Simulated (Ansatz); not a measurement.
`C=CCC[SiH3]` + `N=C1C[SiH2]1` → `[SiH3]/N=C1\C[SiH2]1` + `C=CCC`  (ligand exchange at the Si–C bond)

Computed with Ansatz on PBE0-D4/def2-TZVP structures; ΔE is electronic, products minus reactants. CCSD(T)/CBS adds triple-zeta CCSD(T) − MP2 to the extrapolated MP2 energy (def2 sets, frozen cores). One conformer a species, not always the lowest.

```json
{"level": "HF/def2-TZVPP", "ΔE (kcal/mol)": "-13.4"}
{"level": "CCSD(T)/def2-TZVPP", "ΔE (kcal/mol)": "-10.3"}
```

(1) What does CCSD(T)/CBS give? (Estimate.)

Largest T1 diagnostic among the species: 0.014.

Answers

(1) The calculation gave: -10.5 kcal/mol. The listed levels differ from it by -2.9, 0.2 kcal/mol.

In def2-TZVPP, CCSD(T) changes the Hartree–Fock value by +3.1 kcal/mol (the triples alone add +0.1 kcal/mol) and MP2 by +2.2 kcal/mol.

CCSD(T)/CBS has its own doubt, a few kJ/mol and more with outer-core shells, so smaller differences from it don't rank the levels.
